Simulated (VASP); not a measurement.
# Ir (Fm-3m) in VASP: notebook, part 2 of 2

VASP 6.6.1. The steps go on from the part before.

### Step 4. Relaxation of cell and atoms, LDA

This run uses another cell than the first one, of 13.94 Å³/atom, 0.989 times its volume.

INCAR

```
SYSTEM = Ir
ALGO     = Normal         ! electronic algorithm
EDIFF    = 1E-7           ! SCF threshold, eV
EDIFFG   = -0.005         ! ionic threshold
ENCUT    = 600            ! plane-wave cutoff, eV
GGA      = CA             ! functional
IBRION   = 2              ! ionic algorithm
ISIF     = 3              ! what is computed and relaxed
ISMEAR   = 1              ! smearing method
LASPH    = .True.         ! aspherical terms in the spheres
LCHARG   = .False.        ! write CHGCAR
LREAL    = .False.        ! projectors in reciprocal space
LWAVE    = .False.        ! write WAVECAR
NELM     = 80             ! most SCF steps
NSW      = 90             ! ionic steps
PREC     = Accurate       ! precision mode
SIGMA    = 0.1            ! smearing width, eV
```

KPOINTS

```
k-points
0
Gamma
  16 16 16
  0 0 0
```

POSCAR

```
Ir                                      
1.0
   -0.0000000000      1.9101327699      1.9101327699
    1.9101327699     -0.0000000000      1.9101327699
    1.9101327699      1.9101327699     -0.0000000000
  Ir            
     1
Direct
     0.0000000000000000    0.0000000000000000    0.0000000000000000
```

The run is started by

```sh
$ cat potpaw_LDA.64/Ir/POTCAR > POTCAR
$ mpirun -np 1 vasp_std > vasp.out
```

Wall time 14 s (1 thread of Intel Xeon 6975P-C (Granite Rapids), shared host); peak memory 0.15 GiB.

Results (log left out):

```
Free energy                            : -10.3158 eV
Relaxed volume                         : 13.94 Å³/atom
Relaxed cell                           : a = 2.701 Å, b = 2.701 Å, c = 2.701 Å, α = 60.00°, β = 60.00°, γ = 60.00°
Space group after relaxing (to 0.05 Å) : Fm-3m (No. 225)
Energy gained by relaxing              : 0.0 meV/atom
Ionic steps                            : 3
Pressure after relaxing                : 0.0 GPa
Band gap on the k mesh                 : none (metal or under the smearing width)
```

Final structure:
```
Ir
1.0
     0.00000    1.91004    1.91004
     1.91004    0.00000    1.91004
     1.91004    1.91004    0.00000
Ir
1
Direct
  0.00000 0.00000 0.00000
```

Levels at points of the mesh, in eV from the Fermi level:
| k point | band 1 | band 2 | band 3 | band 4 | band 5 | band 6 | band 7 | band 8 |
| --- | --- | --- | --- | --- | --- | --- | --- | --- |
| (0.00, 0.00, 0.00) | -11.26 | -4.00 | -4.00 | -4.00 | -1.20 | -1.20 | 14.32 | 19.95 |
| (0.50, 0.00, 0.00) | -8.27 | -4.09 | -4.09 | -0.75 | 0.94 | 0.94 | 7.43 | 13.86 |
| (0.50, 0.50, 0.00) | -8.09 | -7.53 | 0.92 | 1.52 | 1.52 | 1.74 | 10.73 | 11.77 |

The run has no spin-orbit coupling, so splittings on Ir are missing.

### Step 5. Relaxation of cell and atoms, PBEsol

This run uses another cell than the first one, of 14.06 Å³/atom, 0.997 times its volume.

INCAR

```
PREC = Accurate ; ENCUT = 600
EDIFF = 1E-6 ; ISMEAR = 1
SIGMA = 0.1 ; LREAL = F
LASPH = T ; NELM = 80
ALGO = Normal ; ISIF = 3
LWAVE = F ; LCHARG = F
GGA = PS ; IBRION = 2
NSW = 90 ; EDIFFG = -0.01
```

KPOINTS

```
regular mesh
0
Gamma
  16 16 16
```

POSCAR

```
Ir
1.0
    0.0000000000      1.9156000000      1.9156000000
    1.9156000000      0.0000000000      1.9156000000
    1.9156000000      1.9156000000      0.0000000000
Ir
1
Direct
    0.0000000000      0.0000000000      0.0000000000
```

Potentials or basis: VASP PAW PBE potentials, release 64 (Ir).

The run is started by

```sh
$ cat potpaw_PBE.64/Ir/POTCAR > POTCAR
$ mpirun -np 1 vasp_std > vasp.out
```

OUTCAR:

```text
PREC = Accurate
   ENCUT = 600
   EDIFF = 1E-6
   ISMEAR = 1
   LREAL = F
   LASPH = T
   NELM = 80
   ISIF = 3
   GGA = PS
   IBRION = 2
   NSW = 90
   EDIFFG = -0.01

 ion  position               nearest neighbor table
   1  0.000  0.000  0.000-

  LATTYP: Found a face centered cubic cell.
 ALAT       =     3.8312000000

  Lattice vectors:

 A1 = (   0.0000000000,   1.9156000000,   1.9156000000)
 A2 = (   1.9156000000,   0.0000000000,   1.9156000000)
 A3 = (   1.9156000000,   1.9156000000,   0.0000000000)

Analysis of symmetry for initial positions (statically):
=====================================================================
 Subroutine PRICEL returns:
[... 255 lines left out ...]
 val. band max:       10.3048205628   @ k =   0.3750   0.0625   0.0000
 cond. band min:      10.3111830313   @ k =   0.3125   0.2500   0.0625
 fundamental gap:      0.0063624685
 Fermi energy:        10.3084566426

 k-point     1 :       0.0000    0.0000    0.0000
  band No.  band energies     occupation
      1      -0.9216      2.00000
      2       6.3890      2.00000
      3       6.3890      2.00000
      4       6.3890      2.00000
      5       9.1220      2.00000
      6       9.1220      2.00000
      7      24.6190      0.00000
      8      30.2155      0.00000
[... 243 lines left out ...]
 k-point    24 :      -0.0625    0.0625    0.0000
  band No.  band energies     occupation
      1      -0.4626      2.00000
      2       6.1257      2.00000
      3       6.5709      2.00000
      4       6.6239      2.00000
      5       8.8613      2.00000
      6       9.1477      2.00000
      7      25.4015      0.00000
      8      28.4730      0.00000

 [... further k-points ...]

------------------------ aborting loop because EDIFF is reached ----------------------------------------

  FORCE on cell =-STRESS in cart. coord.  units (eV):
  Direction    XX          YY          ZZ          XY          YZ          ZX
  --------------------------------------------------------------------------------------
  -------------------------------------------------------------------------------------
  Total       -0.0019180     -0.0019180     -0.0019180      0.0000000      0.0000000      0.0000000
  in kB       -0.2180002     -0.2180002     -0.2180002      0.0000000      0.0000000      0.0000000
  external PRESSURE =      -0.2180002 kB  Pullay stress =       0.0000000 kB
[... 16 lines left out ...]
  FREE ENERGIE OF THE ION-ELECTRON SYSTEM (eV)
  ---------------------------------------------------
  free  energy   TOTEN  =        -9.8095314733 eV

  energy  without entropy=       -9.8092634451  energy(sigma->0) =       -9.80944213

 reached required accuracy - stopping structural energy minimisation
```

OSZICAR:

```text
N       E                     dE             d eps       ncg     rms          rms(c)
DAV:   1     0.478652573445E+02    0.47865E+02   -0.49523E+03  2328   0.115E+03
DAV:   2    -0.973537470824E+01   -0.57601E+02   -0.56172E+02  2344   0.218E+02
DAV:   3    -0.104330233833E+02   -0.69765E+00   -0.69666E+00  3416   0.325E+01
DAV:   4    -0.104367798327E+02   -0.37564E-02   -0.37546E-02  2856   0.170E+00
[... 18 lines left out ...]
DAV:   1    -0.981496911310E+01   -0.73086E-02   -0.21090E-01  2464   0.762E+00    0.732E-01
DAV:   2    -0.981006062471E+01    0.49085E-02   -0.12581E-02  2584   0.156E+00    0.240E-01
DAV:   3    -0.980952577435E+01    0.53485E-03   -0.24218E-03  2784   0.627E-01    0.671E-02
DAV:   4    -0.980953146990E+01   -0.56955E-05   -0.58433E-05  3040   0.742E-02    0.355E-03
DAV:   5    -0.980953147332E+01   -0.34222E-08   -0.50314E-07  2224   0.755E-03
   3 F= -.98095315E+01 E0= -.98094421E+01  d E =-.118063E-03
```

CONTCAR:

```text
Ir
   1.00000000000000
     0.0000000000000000    1.9172882864042524    1.9172882864042524
     1.9172882864042524    0.0000000000000000    1.9172882864042524
     1.9172882864042524    1.9172882864042524   -0.0000000000000000
  Ir
     1
Direct
     0.0000000000000000    0.0000000000000000    0.0000000000000000

  0.00000000E+00  0.00000000E+00  0.00000000E+00
```

Wall time 20 s (1 thread of Intel Xeon 6975P-C (Granite Rapids), shared host); peak memory 0.16 GiB.

What came out:

```yaml
Free_energy: -9.8095 eV
Relaxed_volume: 14.10 Å³/atom
Relaxed_cell: a = 2.711 Å, b = 2.711 Å, c = 2.711 Å, α = 60.00°, β = 60.00°, γ = 60.00°
Space_group_after_relaxing_to_0.05_Å: Fm-3m (No. 225)
Energy_gained_by_relaxing: 0.1 meV/atom
Ionic_steps: 3
Pressure_after_relaxing: 0.0 GPa
Band_gap_on_the_k_mesh: none (metal or under the smearing width)
```

Step by step:
| step | energy change (eV) | largest force (eV/Å) | pressure (GPa) | volume (Å³) |
| --- | --- | --- | --- | --- |
| 1 | 0.0000 | 0.0000 | 1.04 | 14.06 |
| 2 | 0.0018 | 0.0000 | -3.97 | 14.24 |
| 3 | -0.0001 | 0.0000 | -0.02 | 14.10 |

Final structure:
```cif
data_structure
_symmetry_space_group_name_H-M 'P 1'
_symmetry_Int_Tables_number 1
_cell_length_a 2.7115
_cell_length_b 2.7115
_cell_length_c 2.7115
_cell_angle_alpha 60.000
_cell_angle_beta 60.000
_cell_angle_gamma 60.000
_cell_volume 14.10
loop_
_atom_site_label
_atom_site_type_symbol
_atom_site_fract_x
_atom_site_fract_y
_atom_site_fract_z
_atom_site_occupancy
Ir1 Ir 0.00000 0.00000 0.00000 1
```

Caveat: the PAW data sets were made with another functional, which shifts forces and pressure a little. Spin-orbit coupling is left out, which matters for the levels of Ir.

### Step 6. Relaxation of cell and atoms, PBEsol

INCAR

```
PREC = Accurate ; ENCUT = 600
EDIFF = 1E-7 ; ISMEAR = 1
SIGMA = 0.1 ; LREAL = F
LASPH = T ; NELM = 80
ALGO = Normal ; ISIF = 3
LWAVE = F ; LCHARG = F
GGA = PS ; IBRION = 2
NSW = 90 ; EDIFFG = -0.005
```

KPOINTS is that of step 5.

POSCAR

```
Ir                                      
1.0
    0.0000000000      1.9172882864      1.9172882864
    1.9172882864      0.0000000000      1.9172882864
    1.9172882864      1.9172882864     -0.0000000000
  Ir            
     1
Direct
     0.0000000000000000    0.0000000000000000    0.0000000000000000
```

Potentials or basis: VASP PAW PBE potentials, release 64 (Ir).

The run is started by

```sh
$ cat potpaw_PBE.64/Ir/POTCAR > POTCAR
$ mpirun -np 1 vasp_std > vasp.out
```

OUTCAR:

```text
PREC = Accurate
   ENCUT = 600
   EDIFF = 1E-7
   ISMEAR = 1
   LREAL = F
   LASPH = T
   NELM = 80
   ISIF = 3
   GGA = PS
   IBRION = 2
   NSW = 90
   EDIFFG = -0.005

 ion  position               nearest neighbor table
   1  0.000  0.000  0.000-

  LATTYP: Found a face centered cubic cell.
 ALAT       =     3.8345765728

  Lattice vectors:

 A1 = (   0.0000000000,   1.9172882864,   1.9172882864)
 A2 = (   1.9172882864,   0.0000000000,   1.9172882864)
 A3 = (   1.9172882864,   1.9172882864,   0.0000000000)

Analysis of symmetry for initial positions (statically):
=====================================================================
 Subroutine PRICEL returns:
 Original cell was already a primitive cell.

 Routine SETGRP: Setting up the symmetry group for a
 face centered cubic supercell.

 Subroutine GETGRP returns: Found 48 space group operations
 (whereof 48 operations were pure point group operations)
 out of a pool of 48 trial point group operations.

The static configuration has the point symmetry O_h .

Analysis of symmetry for dynamics (positions and initial velocities):
=====================================================================
 Subroutine PRICEL returns:
 Original cell was already a primitive cell.

 Routine SETGRP: Setting up the symmetry group for a
 face centered cubic supercell.

 Subroutine GETGRP returns: Found 48 space group operations
 (whereof 48 operations were pure point group operations)
 out of a pool of 48 trial point group operations.

The dynamic configuration has the point symmetry O_h .

 Subroutine INISYM returns: Found 48 space group operations
 (whereof 48 operations are pure point group operations),
 and found     1 'primitive' translations

----------------------------------------------------------------------------------------

                                     Primitive cell

  volume of cell :      14.0959
[... 111 lines left out ...]
   LORBIT       =      0    0 simple, 1 ext, 2 COOP (PROOUT), +10 PAW based schemes
   GGA     = PS    functional components
   LHFCALC =     F    Hartree Fock is set to
   AEXX    =    0.0000 exact exchange contribution
   IVDW    =     0    specifies the selected vdW correction
   LEPSILON=     F    determine dielectric tensor
   LRPA    =     F    only Hartree local field effects (RPA)
 conjugate gradient relaxation of ions
 non-spin polarized calculation
 Methfessel and Paxton  Order N= 1 SIGMA  =   0.10
  energy-cutoff  :      600.00
  volume of cell :       14.10
 maximum number of plane-waves:       495
 NGX is ok and might be reduce to    24
   NGX = 11   NGY = 11   NGZ = 11

 number of electron       9.0000000 magnetization

 Free energy of the ion-electron system (eV)
  ---------------------------------------------------
  ext. energy  EPLUGINS =         0.00000000
  ---------------------------------------------------
  free energy    TOTEN  =        -9.80953209 eV

  energy without entropy =       -9.80926418  energy(sigma->0) =       -9.80944279

 E-fermi :  10.3084     XC(G=0): -14.1217

 val. band max:       10.3048173922   @ k =   0.3750   0.0625   0.0000
 cond. band min:      10.3111588709   @ k =   0.3125   0.2500   0.0625
 fundamental gap:      0.0063414787
 Fermi energy:        10.3084355353

 k-point     1 :       0.0000    0.0000    0.0000
  band No.  band energies     occupation
      1      -0.9213      2.00000
      2       6.3889      2.00000
      3       6.3889      2.00000
      4       6.3889      2.00000
      5       9.1220      2.00000
      6       9.1220      2.00000
      7      24.6189      0.00000
      8      30.2156      0.00000
[... 243 lines left out ...]
 k-point    24 :      -0.0625    0.0625    0.0000
  band No.  band energies     occupation
      1      -0.4623      2.00000
      2       6.1256      2.00000
      3       6.5709      2.00000
      4       6.6238      2.00000
      5       8.8612      2.00000
      6       9.1477      2.00000
      7      25.4014      0.00000
      8      28.4730      0.00000

 [... further k-points ...]

------------------------ aborting loop because EDIFF is reached ----------------------------------------

  FORCE on cell =-STRESS in cart. coord.  units (eV):
  Direction    XX          YY          ZZ          XY          YZ          ZX
  --------------------------------------------------------------------------------------
  -------------------------------------------------------------------------------------
  Total        0.0004310      0.0004310      0.0004310     -0.0000000      0.0000000      0.0000000
  in kB        0.0489853      0.0489853      0.0489853     -0.0000000      0.0000000      0.0000000
  external PRESSURE =       0.0489853 kB  Pullay stress =       0.0000000 kB

 VOLUME and BASIS-vectors are now :
 -----------------------------------------------------------------------------
  energy-cutoff  :      600.00
  volume of cell :       14.10
      direct lattice vectors                 reciprocal lattice vectors
     0.000000000  1.917288286  1.917288286    -0.260784987  0.260784987  0.260784987
     1.917288286  0.000000000  1.917288286     0.260784987 -0.260784987  0.260784987
     1.917288286  1.917288286  0.000000000     0.260784987  0.260784987 -0.260784987

 POSITION                                       TOTAL-FORCE (eV/Angst)
 -----------------------------------------------------------------------------------
      0.00000      0.00000      0.00000         0.000000      0.000000      0.000000
 -----------------------------------------------------------------------------------
    total drift:                               -0.000000      0.000000      0.000000

  FREE ENERGIE OF THE ION-ELECTRON SYSTEM (eV)
  ---------------------------------------------------
  free  energy   TOTEN  =        -9.8095320914 eV

  energy  without entropy=       -9.8092641842  energy(sigma->0) =       -9.80944279

 reached required accuracy - stopping structural energy minimisation
```

OSZICAR:

```text
N       E                     dE             d eps       ncg     rms          rms(c)
DAV:   1     0.464599746004E+02    0.46460E+02   -0.48636E+03  2328   0.115E+03
DAV:   2    -0.972043297781E+01   -0.56180E+02   -0.54355E+02  2344   0.216E+02
DAV:   3    -0.104343117940E+02   -0.71388E+00   -0.70661E+00  3440   0.329E+01
DAV:   4    -0.104384164637E+02   -0.41047E-02   -0.41044E-02  2912   0.178E+00
DAV:   5    -0.104384536643E+02   -0.37201E-04   -0.37201E-04  3480   0.113E-01    0.160E+01
DAV:   6    -0.991049291136E+01    0.52796E+00   -0.11160E+00  2704   0.147E+01    0.632E+00
DAV:   7    -0.981667698540E+01    0.93816E-01   -0.33107E-01  3016   0.737E+00    0.149E+00
DAV:   8    -0.981496359796E+01    0.17134E-02   -0.94034E-04  2512   0.391E-01    0.129E+00
DAV:   9    -0.980953376991E+01    0.54298E-02   -0.33092E-03  2888   0.101E+00    0.339E-02
DAV:  10    -0.980952991368E+01    0.38562E-05   -0.80270E-06  3112   0.374E-02    0.125E-02
DAV:  11    -0.980953207248E+01   -0.21588E-05   -0.14610E-06  3056   0.975E-03    0.936E-04
DAV:  12    -0.980953209140E+01   -0.18918E-07   -0.20920E-08  1920   0.190E-03
   1 F= -.98095321E+01 E0= -.98094428E+01  d E =-.980953E+01
```

Run time: 10 s. Hardware: 1 thread of Intel Xeon 6975P-C (Granite Rapids), shared host; peak memory 0.16 GiB.

Results:

- Free energy: -9.8095 eV
- Pressure after relaxing: 0.0 GPa
- Band gap on the k mesh: none (metal or under the smearing width)

Final structure:
```
CELL_PARAMETERS angstrom
0.00000 1.91729 1.91729
1.91729 0.00000 1.91729
1.91729 1.91729 0.00000
ATOMIC_POSITIONS crystal
Ir 0.00000 0.00000 0.00000
```

Levels at points of the mesh, in eV from the Fermi level:
```tsv
k point	band 1	band 2	band 3	band 4	band 5	band 6	band 7	band 8
(0.00, 0.00, 0.00)	-11.23	-3.92	-3.92	-3.92	-1.19	-1.19	14.31	19.91
(0.50, 0.00, 0.00)	-8.18	-4.02	-4.02	-0.83	0.92	0.92	7.27	13.84
(0.50, 0.50, 0.00)	-7.98	-7.40	0.90	1.50	1.50	1.65	10.52	11.68
```

Caveat: the relaxation stopped at its first step, so nothing moved; the PAW data sets were made with another functional, which shifts forces and pressure a little. The run has no spin-orbit coupling, so splittings on Ir are missing.
